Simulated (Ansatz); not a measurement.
**What do other settings change for CdSe/MgSe superlattice along [111] (30 atoms)?**

The cell holds 30 atoms: 9 Cd, 15 Se and 6 Mg. Cell: a = 4.231 Å, b = 4.231 Å, c = 52.102 Å, α = 90.0°, β = 90.0°, γ = 120.0°. It derives from CdSe and MgSe. Zinc-blende lattice with in-plane constant 5.9835 Å; 3 periods of CdSe and 2 of MgSe along [111], 1 x 1 in-plane cells; the two parts stretched along z by 1.0267 and 0.9736; Cd and Mg allowed to swap sites within 2.0 Å of one interface; every coordinate displaced by a Gaussian of 0.07 Å. Regions: CdSe, 18 atoms (9 Cd and 9 Se); MgSe, 12 atoms (6 Mg and 6 Se).

Geometry: as built.

Reference run: Kohn-Sham DFT, PBE, PAW (set soft_2, large core), plane waves (Ansatz 0.2.0), cutoff 750 eV, k-mesh 4×4×1, fermi-dirac smearing of 0.05 eV.

```
r.m.s. force component                           : 0.5696 eV/Å
gap (highest filled to lowest empty level) : 0.5987 eV
SCF cycles                                       : 13
time                                             : 3.4 min on 4 threads of Arm Neoverse V1, shared host
```

**Question.** The same geometry is run again with each of these changes. How far do the results move, and how long does each run take?
- support functions medium
- support functions low
- support functions high
- support functions medium, radius 4.35 Å
- support functions medium, radius 4.71 Å
- support functions medium, radius 5.02 Å
- support functions medium, radius 5.38 Å
- support functions medium, radius 6.05 Å
- support functions medium, radius 6.72 Å

Differences are against the run with plane waves at 750 eV (Kohn-Sham DFT, PBE, PAW (set soft_2, large core), plane waves), whose r.m.s. force component is 0.570 eV/Å. Energies are set beside the reference only for runs with its functional, potentials and electron count. Times are for 4 threads of Arm Neoverse V1, shared host.

```csv
run,"Δ force, r.m.s. (meV/Å)",share of r.m.s. force (%),Δ energy (meV/atom),Δ gap (eV),cycles,time,host memory (GiB)
reference,-,-,-,-,13,3.4 min,7.1
support functions medium,0.329,0.0577,-0.0815,9.0e-4,17,2.2 min,2.5
support functions low,0.374,0.0657,-0.0811,0.0013,14,2.1 min,2.5
support functions high,0.048,0.0084,-0.101,1.0e-4,24,7.1 min,3.8
"support functions medium, radius 4.35 Å",0.475,0.0834,-0.0745,0.0013,17,2.1 min,2.4
"support functions medium, radius 4.71 Å",0.318,0.0558,-0.0915,5.0e-4,16,2.6 min,2.7
"support functions medium, radius 5.02 Å",0.255,0.0448,-0.0972,2.0e-4,16,3.1 min,3.1
"support functions medium, radius 5.38 Å",0.22,0.0386,-0.0981,1.0e-4,16,4 min,3.5
"support functions medium, radius 6.05 Å",0.209,0.0366,-0.0981,3.0e-4,16,6.6 min,4.6
"support functions medium, radius 6.72 Å",0.209,0.0367,-0.0983,1.0e-4,17,11 min,5.8
```

Among numerical settings the force difference runs from 0.048 meV/Å (support functions high) to 0.47 meV/Å (support functions medium, radius 4.35 Å). Support functions medium, radius 4.35 Å takes 62 % of the reference's time (whose cutoff is raised) (on a shared host, so roughly) and keeps forces within 0.083 %. At 30 atoms the fastest of the runs at a preset level, support functions low, takes 0.62 times the time of plane waves, in 14 SCF cycles against 13. Differences between support functions and plane waves include what basis error the plane-wave run still has. As the radius goes from 4.35 to 6.72 Å, the force difference goes from 0.47 to 0.21 meV/Å, and the time from 2.1 min to 11 min. The cell is under 6 Å thick along two periodic directions, so every atom has periodic images of itself close by, which move with it and show among its neighbours and in g(r).

[Long decimals in the printed logs are rounded to 6 places.]

[Logs are printed without paths, hosts, clocks, repeated set-up lines and the standing remarks that a program may print on its own settings, such as how far it seeks lower states.]

[Hosts, paths, dates, database ids (printed as entryN), source tags and the programs' standing remarks are cut or masked in the printed files.]
